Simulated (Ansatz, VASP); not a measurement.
# Two plane-wave programs on H

```
H
1.0
    -1.82486    1.82486    2.34024
     1.82486   -1.82486    2.34024
     1.82486    1.82486   -2.34024
H
2
Direct
  0.92075 0.92075 0.00000
  0.07925 0.07925 0.00000
```

Alike in both runs: task single point; functional r2SCAN; k mesh 10 × 10 × 10; occupations gaussian, width 0.02 eV; no spin polarisation.

```csv
,VASP,Ansatz
version,VASP 6.6.1,Ansatz 0.2.0
potentials or method,"VASP PAW PBE potentials, release 64 (H)","scalar-relativistic, plane waves, PAW"
plane-wave cutoff (eV),520,500
valence electrons in the cell,2,2
```

VASP gave:

| Item | Value |
| --- | --- |
| gap on the k mesh at the Fermi level (eV) | 10.30 |
| least direct gap on the mesh (eV) | 10.75 |
| pressure (GPa) | -0.1 |
| rms of the force components (eV/Å) | 0.003 |

Q: Estimate Ansatz's values.

A: gap on the k mesh at the Fermi level (eV): 10.29; least direct gap on the mesh (eV): 10.74; pressure (GPa): 0.0; rms of the force components (eV/Å): 0.001.

Atom by atom the forces differ by 0.002 eV/Å (rms over components).

Caveats: the PAW data sets were made with another functional, which shifts forces and pressure a little (VASP). A k mesh can miss the band edges. r2SCAN opens gaps a little over a GGA but as a rule still falls short of measured ones.
